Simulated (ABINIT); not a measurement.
# ZrB2 (P6/mmm) in ABINIT: reference runs

Aim: a first look at ZrB2 with PBE, on the cell as given and on a disturbed one.

Everything below comes from runs of ABINIT 10.8.3 (patched build). Logs are shortened: lines on timing, memory, paths and dates and some standing lists are left out, and cuts for length are marked. The log counts tension as positive stress, the text compression.

### 1 The crystal as given

The structure is hexagonal, space group P6/mmm (No. 191). Conventional cell: a = 3.170 Å, b = 3.170 Å, c = 3.533 Å, α = 90.00°, β = 90.00°, γ = 120.00°. Zr (site symmetry 6/mmm) is surrounded by 12 B at 2.54 Å. B (site symmetry -6m2) is surrounded by 3 B at 1.83 Å.

### 2 Single point, PBE

Input file run.abi:

```
# Pseudopotentials
pp_dirpath "./"
pseudos "Zr.GGA_PBE-JTH.xml, B.GGA_PBE-JTH.xml"

# Structure
acell 3*1.0
rprim
     5.9904318151     0.0000000000     0.0000000000
    -2.9952159075     5.1878661315     0.0000000000
     0.0000000000     0.0000000000     6.6764023983
ntypat 2
znucl 40 5
natom 3
typat 1 2 2
xred
     0.0000000000     0.0000000000     0.0000000000
     0.6666666667     0.3333333333     0.5000000000
     0.3333333333     0.6666666667     0.5000000000

# Plane-wave basis
ecut 17.0
pawecutdg 34.0

# k points
kptopt 1
ngkpt 10 10 8
nshiftk 1
shiftk 0.0 0.0 0.0

# Exchange and correlation
ixc 11

# Bands and occupations
nband 13
occopt 3
tsmear 0.05 eV

# SCF cycle
nstep 100
tolvrs 1.0e-9

# Output
iomode 3
prtwf 0
prtden 0
prteig 0
prtebands 0
enunit 2
```

Potentials or basis: JTH PAW PBE v2.0.

Command:

```
> abinit run.abi > log 2>&1
```

run.abo:

```text
.Version 10.8.3 of ABINIT
 Symmetries : space group P6/m m m (#191); Bravais hP (primitive hexag.)
================================================================================
 Values of the parameters that define the memory need of the present run
     intxc =       0    ionmov =       0      iscf =      17    lmnmax =      18
     lnmax =       6     mgfft =      27  mpssoang =       3    mqgrid =    3001
     natom =       3  nloc_mem =       2    nspden =       1   nspinor =       1
    nsppol =       1      nsym =      24    n1xccc =       1    ntypat =       2
    occopt =       3   xclevel =       2
       mpw =         720          nfft =       15552          nkpt =          70
 PAW method is used; the additional fine FFT grid is defined by:
   mgfftf=        36    nfftf =     36864
================================================================================
================================================================================

--------------------------------------------------------------------------------
------------- Echo of variables that govern the present computation ------------
--------------------------------------------------------------------------------
 -outvars: echo values of preprocessed input variables --------
            acell      1.0000000000E+00  1.0000000000E+00  1.0000000000E+00 Bohr
              amu      9.12240000E+01  1.08110000E+01
             ecut      1.70000000E+01 Hartree
           enunit           2
                       outvar_i_n : Printing only first  50 k-points.
              ixc          11
                       outvar_i_n : Printing only first  50 k-points.
         kptrlatt       10    0    0      0   10    0      0    0    8
          kptrlen      5.34112192E+01
            natom           3
            nband          13
            ngfft          24      24      27
          ngfftdg          32      32      36
             nkpt          70
            nstep         100
             nsym          24
           ntypat           2
                       prtocc : prtvol=0, do not print more k-points.
           occopt           3
        pawecutdg      3.40000000E+01 Hartree
         pawxcdev           0
           prtden           0
        prtebands           0
           prteig           0
            prtwf           0
            rprim      5.9904318151E+00  0.0000000000E+00  0.0000000000E+00
                      -2.9952159075E+00  5.1878661315E+00  0.0000000000E+00
                       0.0000000000E+00  0.0000000000E+00  6.6764023983E+00
          spgroup         191
           tolvrs      1.00000000E-09
           tsmear      1.83746611E-03 Hartree
            typat      1  2  2
           useylm           1
                       outvars : Printing only first  50 k-points.
           xangst      0.0000000000E+00  0.0000000000E+00  0.0000000000E+00
                       1.5849999989E+00  9.1510017605E-01  1.7664999988E+00
                       1.7639262050E-11  1.8302003521E+00  1.7664999988E+00
            xcart      0.0000000000E+00  0.0000000000E+00  0.0000000000E+00
                       2.9952159076E+00  1.7292887105E+00  3.3382011991E+00
                       3.3333374338E-11  3.4585774210E+00  3.3382011991E+00
             xred      0.0000000000E+00  0.0000000000E+00  0.0000000000E+00
                       6.6666666667E-01  3.3333333333E-01  5.0000000000E-01
                       3.3333333333E-01  6.6666666667E-01  5.0000000000E-01
            znucl       40.00000    5.00000

================================================================================

 chkinp: Checking input parameters for consistency.

================================================================================
== DATASET  1 ==================================================================

--- !DatasetInfo
iteration_state: {dtset: 1, }
dimensions: {natom: 3, nkpt: 70, mband: 13, nsppol: 1, nspinor: 1, nspden: 1, mpw: 720, }
cutoff_energies: {ecut:  17.0, pawecutdg:  34.0, }
electrons: {nelect:   1.80000000E+01, charge:   0.00000000E+00, occopt:   3.00000000E+00, tsmear:   1.83746611E-03, }
meta: {optdriver: 0, ionmov: 0, optcell: 0, iscf: 17, paral_kgb: 0, }
...

 Exchange-correlation functional for the present dataset will be:
  GGA: Perdew-Burke-Ernzerhof functional - ixc=11
  J.P.Perdew, K.Burke, M.Ernzerhof, PRL 77, 3865 (1996)

 Real(R)+Recip(G) space primitive vectors, cartesian coordinates (Bohr,Bohr^-1):
 R(1)=  5.9904318  0.0000000  0.0000000  G(1)=  0.1669329  0.0963787  0.0000000
 R(2)= -2.9952159  5.1878661  0.0000000  G(2)=  0.0000000  0.1927575  0.0000000
 R(3)=  0.0000000  0.0000000  6.6764024  G(3)=  0.0000000  0.0000000  0.1497813
 Unit cell volume ucvol=  2.0748628E+02 bohr^3
 Angles (23,13,12)=  9.00000000E+01  9.00000000E+01  1.20000000E+02 degrees

 Coarse grid specifications (used for wave-functions):

 getcut: wavevector=  0.0000  0.0000  0.0000  ngfft=  24  24  27
         ecut(hartree)=     17.000   => boxcut(ratio)=   2.09817

 Fine grid specifications (used for densities):

 getcut: wavevector=  0.0000  0.0000  0.0000  ngfft=  32  32  36
         ecut(hartree)=     34.000   => boxcut(ratio)=   2.03511

--- Pseudopotential description ------------------------------------------------
- pspini: atom type   1  psp file is ./Zr.GGA_PBE-JTH.xml
 Pseudopotential format is: paw10
 basis_size (lnmax)=  6 (lmn_size= 18), orbitals=   0   0   1   1   2   2
 Spheres core radius: rc_sph= 2.22030268
 Shapefunction is BESSEL type: shapef(r,l)=aa(1,l)*jl(q(1,l)*r)+aa(2,l)*jl(q(2,l)*r)
 Radius for shape functions =  2.22030268
 Compensation charge density is not taken into account in XC energy/potential

- pspini: atom type   2  psp file is ./B.GGA_PBE-JTH.xml
 Pseudopotential format is: paw10
 basis_size (lnmax)=  4 (lmn_size=  8), orbitals=   0   0   1   1
 Spheres core radius: rc_sph= 1.70616958
 Shapefunction is SIN type: shapef(r)=[sin(pi*r/rshp)/(pi*r/rshp)]**2
 Radius for shape functions =  1.40269776
 Compensation charge density is not taken into account in XC energy/potential

   4.31815220E+02                                ecore*ucvol(ha*bohr**3)
--------------------------------------------------------------------------------

[... 7 lines left out ...]

     iter   Etot(hartree)      deltaE(h)  residm     nres2
 ETOT  1  -53.322396600373    -5.332E+01 3.228E-01 9.620E+00
 ETOT  2  -53.345292545322    -2.290E-02 3.555E-02 6.456E-01
 ETOT  3  -53.345732225637    -4.397E-04 5.163E-03 1.334E-01
 ETOT  4  -53.345795235421    -6.301E-05 1.550E-03 4.390E-04
 ETOT  5  -53.345797648680    -2.413E-06 1.537E-03 6.343E-05
 ETOT  6  -53.345797746392    -9.771E-08 5.461E-04 2.082E-06
 ETOT  7  -53.345797736839     9.552E-09 3.202E-04 1.800E-07
 ETOT  8  -53.345797737356    -5.164E-10 2.531E-04 2.019E-08
 ETOT  9  -53.345797737294     6.226E-11 1.430E-04 4.667E-10

 At SCF step    9       nres2   =  4.67E-10 < tolvrs=  1.00E-09 =>converged.

 Cartesian components of stress tensor (hartree/bohr^3)
  sigma(1 1)= -8.50685595E-06  sigma(3 2)=  0.00000000E+00
  sigma(2 2)= -8.50685590E-06  sigma(3 1)=  0.00000000E+00
  sigma(3 3)= -4.56611327E-05  sigma(2 1)= -9.65896267E-14

--- !ResultsGS
iteration_state: {dtset: 1, }
comment   : Summary of ground state results
lattice_vectors:
- [  5.9904318,   0.0000000,   0.0000000, ]
- [ -2.9952159,   5.1878661,   0.0000000, ]
- [  0.0000000,   0.0000000,   6.6764024, ]
lattice_lengths: [   5.99043,    5.99043,    6.67640, ]
lattice_angles: [ 90.000,  90.000, 120.000, ] # degrees, (23, 13, 12)
lattice_volume:   2.0748628E+02
convergence: {deltae:  6.226E-11, res2:  4.667E-10, residm:  1.430E-04, diffor: null, }
etotal    :  -5.33457977E+01
entropy   :   0.00000000E+00
fermie    :   4.57230817E-01
cartesian_stress_tensor: # hartree/bohr^3
- [ -8.50685595E-06,  -9.65896267E-14,   0.00000000E+00, ]
- [ -9.65896267E-14,  -8.50685590E-06,   0.00000000E+00, ]
- [  0.00000000E+00,   0.00000000E+00,  -4.56611327E-05, ]
pressure_GPa:   6.1465E-01
xred      :
- [  0.0000E+00,   0.0000E+00,   0.0000E+00, Zr]
- [  6.6667E-01,   3.3333E-01,   5.0000E-01,  B]
- [  3.3333E-01,   6.6667E-01,   5.0000E-01,  B]
cartesian_forces: # hartree/bohr
- [ -4.68219798E-31,  -4.59555605E-30,  -0.00000000E+00, ]
- [ -8.89617616E-30,   1.16240535E-29,  -0.00000000E+00, ]
- [  9.36439596E-30,  -7.02849749E-30,  -0.00000000E+00, ]
force_length_stats: {min:   4.61934683E-30, max:   1.46376423E-29, mean:   1.03218684E-29, }
...

 Integrated electronic density in atomic spheres:
 ------------------------------------------------
 Atom  Sphere_radius  Integrated_density
    1        2.22030          9.12501069
    2        1.70617          1.81812008
    3        1.70617          1.81812008

================================================================================

 ----iterations are completed or convergence reached----

 Mean square residual over all n,k,spin=   80.644E-08; max=  14.302E-05
 reduced coordinates (array xred) for    3 atoms
       0.000000000000      0.000000000000      0.000000000000
       0.666666666667      0.333333333333      0.500000000000
       0.333333333333      0.666666666667      0.500000000000
 rms dE/dt=  4.6850E-29; max dE/dt=  5.0487E-29; dE/dt below (all hartree)
    1       0.000000000000      0.000000000000      0.000000000000
    2       0.000000000000     -0.000000000000      0.000000000000
    3      -0.000000000000      0.000000000000      0.000000000000

 cartesian coordinates (angstrom) at end:
    1      0.00000000000000     0.00000000000000     0.00000000000000
    2      1.58499999894314     0.91510017604762     1.76649999880083
    3      0.00000000001764     1.83020035209524     1.76649999880083

 cartesian forces (hartree/bohr) at end:
    1     -0.00000000000000    -0.00000000000000    -0.00000000000000
    2     -0.00000000000000     0.00000000000000    -0.00000000000000
    3      0.00000000000000    -0.00000000000000    -0.00000000000000
 frms,max,avg= 6.4350656E-30 1.1624054E-29   0.000E+00  0.000E+00  0.000E+00 h/b

 cartesian forces (eV/Angstrom) at end:
    1     -0.00000000000000    -0.00000000000000    -0.00000000000000
    2     -0.00000000000000     0.00000000000000    -0.00000000000000
    3      0.00000000000000    -0.00000000000000    -0.00000000000000
 frms,max,avg= 3.3090438E-28 5.9773287E-28   0.000E+00  0.000E+00  0.000E+00 e/A
 length scales=  1.000000000000  1.000000000000  1.000000000000 bohr
              =  0.529177210544  0.529177210544  0.529177210544 angstroms
 Fermi (or HOMO) energy (hartree) =   0.45723   Average Vxc (hartree)=  -0.45812
 Eigenvalues (hartree) for nkpt=  70  k points:
 kpt#   1, nband= 13, wtk=  0.00125, kpt=  0.0000  0.0000  0.0000 (reduced coord)
  -1.32749   -0.52558   -0.50549   -0.50549   -0.00756    0.36379    0.36379    0.36547
   0.37395    0.58531    0.58531    0.61381    0.61381
      occupation numbers for kpt#   1
   2.00000    2.00000    2.00000    2.00000    2.00000    2.00000    2.00000    2.00000
   2.00000    0.00000    0.00000    0.00000    0.00000
 prteigrs : prtvol=0 or 1, do not print more k-points.

 Fermi (or HOMO) energy (eV) =  12.44188   Average Vxc (eV)= -12.46599
 Eigenvalues (   eV  ) for nkpt=  70  k points:
 kpt#   1, nband= 13, wtk=  0.00125, kpt=  0.0000  0.0000  0.0000 (reduced coord)
 -36.12296  -14.30167  -13.75516  -13.75516   -0.20585    9.89932    9.89932    9.94498
  10.17565   15.92708   15.92708   16.70262   16.70263
 prteigrs : prtvol=0 or 1, do not print more k-points.

--- !EnergyTerms
iteration_state     : {dtset: 1, }
comment             : Components of total free energy in Hartree
kinetic             :  1.57263863103843E+01
hartree             :  6.87317557813784E+00
xc                  : -9.12343049265671E+00
Ewald energy        : -4.82953939843554E+01
psp_core            :  2.08117476388502E+00
local_psp           : -3.20673987940610E+01
PAW spherical_terms :  1.14597948096434E+01
internal            : -5.33456918090225E+01
'-kT*entropy'       : -1.04218293375675E-04
total_energy        : -5.33457960273158E+01
total_energy_eV     : -1.45161306029861E+03
...

--- !EnergyTermsDC
iteration_state     : {dtset: 1, }
comment             : '"Double-counting" decomposition of free energy'
band_energy         : -3.09472376943382E+00
Ewald energy        : -4.82953939843554E+01
psp_core            :  2.08117476388502E+00
xc_dc               : -5.36824566507084E+00
PAW spherical_terms :  1.33149513597480E+00
internal            : -5.33456935190002E+01
'-kT*entropy'       : -1.04218293375675E-04
total_energy_dc     : -5.33457977372936E+01
total_energy_dc_eV  : -1.45161310682948E+03
...

--- !EnergyTermsWithPAWCore
iteration_state     : {dtset: 1, }
comment             : 'Components of total free energy, including PAW core contributions'
Total energy        : -3.64860988588197E+03
Total energy DC     : -3.64860988759194E+03
Total energy (eV)   : -9.92837328656388E+04
Total energy DC (eV): -9.92837329121697E+04
...

 Cartesian components of stress tensor (hartree/bohr^3)
  sigma(1 1)= -8.50685595E-06  sigma(3 2)=  0.00000000E+00
  sigma(2 2)= -8.50685590E-06  sigma(3 1)=  0.00000000E+00
  sigma(3 3)= -4.56611327E-05  sigma(2 1)= -9.65896267E-14

-Cartesian components of stress tensor (GPa)         [Pressure=  6.1465E-01 GPa]
- sigma(1 1)= -2.50280343E-01  sigma(3 2)=  0.00000000E+00
- sigma(2 2)= -2.50280341E-01  sigma(3 1)=  0.00000000E+00
- sigma(3 3)= -1.34339690E+00  sigma(2 1)= -2.84176493E-09

== END DATASET(S) ==============================================================
================================================================================

 -outvars: echo values of variables after computation  --------
            acell      1.0000000000E+00  1.0000000000E+00  1.0000000000E+00 Bohr
           etotal     -5.3345797737E+01
            fcart     -4.6821979795E-31 -4.5955560486E-30 -0.0000000000E+00
                      -8.8961761611E-30  1.1624053535E-29 -0.0000000000E+00
                       9.3643959591E-30 -7.0284974862E-30 -0.0000000000E+00
            rprim      5.9904318151E+00  0.0000000000E+00  0.0000000000E+00
                      -2.9952159075E+00  5.1878661315E+00  0.0000000000E+00
                       0.0000000000E+00  0.0000000000E+00  6.6764023983E+00
           strten     -8.5068559548E-06 -8.5068558963E-06 -4.5661132711E-05
                       0.0000000000E+00  0.0000000000E+00 -9.6589626652E-14
           xangst      0.0000000000E+00  0.0000000000E+00  0.0000000000E+00
                       1.5849999989E+00  9.1510017605E-01  1.7664999988E+00
                       1.7639262050E-11  1.8302003521E+00  1.7664999988E+00
             xred      0.0000000000E+00  0.0000000000E+00  0.0000000000E+00
                       6.6666666667E-01  3.3333333333E-01  5.0000000000E-01
                       3.3333333333E-01  6.6666666667E-01  5.0000000000E-01
 Calculation completed.
```

Run time: 15 s. Hardware: 1 thread of Arm Neoverse V2, shared host; peak memory 0.11 GiB.

Results:

```
Free energy                                           : -1451.6131 eV
Pressure                                              : 0.6 GPa
Band gap on the k mesh                                : none (metal or under the smearing width)
Valence electrons inside the program's atomic spheres : Zr 9.12; B 1.82
```

Levels at points of the mesh, in eV from the Fermi level:
| k point | band 6 | band 7 | band 8 | band 9 | band 10 | band 11 | band 12 | band 13 |
| --- | --- | --- | --- | --- | --- | --- | --- | --- |
| (0.00, 0.00, 0.00) | -2.54 | -2.54 | -2.50 | -2.27 | 3.49 | 3.49 | 4.26 | 4.26 |
| (0.50, 0.00, 0.00) | -8.43 | -3.81 | -2.97 | -2.60 | 2.31 | 2.39 | 5.01 | 5.08 |
| (0.00, 0.00, 0.50) | -6.88 | -0.88 | -0.88 | 0.42 | 0.42 | 0.86 | 0.86 | 1.92 |
| (0.50, 0.00, 0.50) | -6.91 | -4.52 | -4.04 | -1.93 | 3.83 | 4.17 | 5.38 | 6.32 |

### 3 Single point, PBE (atoms moved at random, drawn with an rms of 0.05 Å)

Input file run.abi:

```
# Pseudopotentials
pp_dirpath "./"
pseudos "Zr.GGA_PBE-JTH.xml, B.GGA_PBE-JTH.xml"

# Structure
acell 3*1.0 Angstrom
rprim
     3.1700000000     0.0000000000     0.0000000000
    -1.5850000000     2.7453005300     0.0000000000
     0.0000000000     0.0000000000     3.5330000000
ntypat 2
znucl 40 5
natom 3
typat 1 2 2
xred
     0.0005520000     0.0210970000    -0.0087420000
     0.6546680000     0.3300410000     0.4957830000
     0.3421360000     0.6650570000     0.5141110000
chkprim 0
chksymtnons 0
tolsym 1.0e-6

# Plane-wave basis
ecut 17.0
pawecutdg 34.0

# k points
kptopt 1
ngkpt 10 10 8
nshiftk 1
shiftk 0.0 0.0 0.0

# Exchange and correlation
ixc 11

# Bands and occupations
nband 13
occopt 3
tsmear 0.05 eV

# SCF cycle
nstep 100
tolvrs 1.0e-9

# Output
iomode 3
prtwf 0
prtden 0
prteig 0
prtebands 0
```

Potentials or basis: JTH PAW PBE v2.0.

Command:

```
> abinit run.abi > log 2>&1
```

It took 74 s on 1 thread of Arm Neoverse V2, shared host; peak memory 0.22 GiB.

It converged, with:

| Item | Value |
| --- | --- |
| Free energy | -1451.5277 eV |
| Pressure | 1.6 GPa |
| Largest force | 1.251 eV/Å |
| Band gap on the k mesh | none (metal or under the smearing width) |

Forces in eV/Å, atoms in the order of the input:
```
Zr   0.376 -0.836  0.693
B    0.536  0.397  0.042
B   -0.912  0.439 -0.735
```

Stress tensor (GPa, compression positive):
```
 1.45  0.57  0.44
 0.57  1.18 -0.71
 0.44 -0.71  2.23
```

Levels at points of the mesh, in eV from the Fermi level:
```
           k point  band 6  band 7  band 8  band 9  band 10  band 11  band 12  band 13
(0.00, 0.00, 0.00)   -2.80   -2.69   -2.31   -2.10     3.35     3.49     3.84     4.54
(0.50, 0.00, 0.00)   -8.53   -3.98   -3.32   -2.42     2.08     2.94     5.01     5.13
(0.00, 0.50, 0.00)   -8.43   -3.82   -3.02   -2.54     2.16     2.50     4.98     5.07
(0.50, 0.50, 0.00)   -8.35   -3.70   -2.98   -2.45     1.91     2.48     4.97     5.01
(0.00, 0.00, 0.50)   -6.89   -1.34   -0.62    0.22     0.66     0.87     0.95     1.91
(0.50, 0.00, 0.50)   -6.71   -4.58   -3.93   -2.07     3.78     3.98     5.36     6.55
(0.00, 0.50, 0.50)   -6.93   -4.51   -4.07   -1.92     3.77     4.12     5.36     6.24
(0.50, 0.50, 0.50)   -7.12   -4.47   -4.17   -1.80     3.73     4.20     5.36     6.25
```

Caveat: the atomic spheres overlap.
